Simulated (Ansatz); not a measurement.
GaN in Ansatz: the effect of functional

The system is GaN.

```
CELL_PARAMETERS angstrom
3.25380 0.00000 0.00000
-1.62690 2.81787 0.00000
0.00000 0.00000 10.49313
ATOMIC_POSITIONS crystal
Ga 0.00000 0.00000 0.78587
Ga 0.66667 0.33333 0.03735
Ga 0.33333 0.66667 0.53735
Ga 0.00000 0.00000 0.28587
N 0.00000 0.00000 0.09304
N 0.66667 0.33333 0.34375
N 0.00000 0.00000 0.59304
N 0.33333 0.66667 0.84374
```

The cell is a database's computed one.

The cell isn't the ideal one: volume scaled by 1.04.

Alike in all runs:

```yaml
Program: Ansatz 0.2.0
Task: single point
Potentials_or_basis: Ansatz PAW
k_mesh: 10 × 10 × 3
Occupations: fermi-dirac, width 0.05 eV
Spin: no spin polarisation
```

```csv
functional,cutoff,gap on the mesh (eV),pressure (GPa),largest force (eV/Å)
r2SCAN,500 eV (not typed: the program's choice for these potentials),0.92,-12.3,0.28
LDA,420 eV (not typed: the program's choice for these potentials),?,?,?
PBE,420 eV (not typed: the program's choice for these potentials),0.54,-6.2,0.24
```

Q: What does the run with functional LDA give?

A: gap on the mesh 0.54 eV; pressure -16.4 GPa; largest force 0.32 eV/Å.

Caveats: odd divisions of the mesh miss points on the zone boundary, where band edges often lie, so the gap on the mesh can be too wide; the PAW data sets come from PBE, with cores solved anew for the run's functional, which leaves a small shift of forces and pressure (some runs).

